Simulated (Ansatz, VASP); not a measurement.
# SnTe in VASP and in Ansatz

```
CELL_PARAMETERS angstrom
0.00000 3.20514 3.20514
3.20514 0.00000 3.20514
3.20514 3.20514 0.00000
ATOMIC_POSITIONS crystal
Sn 0.51872 0.51872 0.48128
Te 0.00000 0.00000 0.00000
```

Alike in both runs: task single point; functional PBE; k mesh 10 × 10 × 10; occupations gaussian, width 0.05 eV; no spin polarisation.

```csv
,VASP,Ansatz
version,VASP 6.6.1,Ansatz 0.2.0
potentials or method,"VASP PAW PBE potentials, release 64 (Sn_d, Te)","scalar-relativistic, plane waves, PAW"
plane-wave cutoff (eV),520,420
valence electrons in the cell,20,30
```

```tsv
	VASP	Ansatz	Ansatz less VASP
gap on the k mesh at the Fermi level (eV)	0.31	0.30	-0.004
least direct gap on the mesh (eV)	0.31	0.30	-0.004
pressure (GPa)	0.1	0.1	+0.02
largest component of the traceless stress (GPa)	0.24	0.23	-0.005
rms of the force components (eV/Å)	0.003	0.001	-0.0021
```

Atom by atom the forces differ by 0.002 eV/Å (rms over components). The two sets of potentials don't hold the same shells in valence.

Caveats: spin-orbit coupling is left out, which moves the levels of the heavy elements.
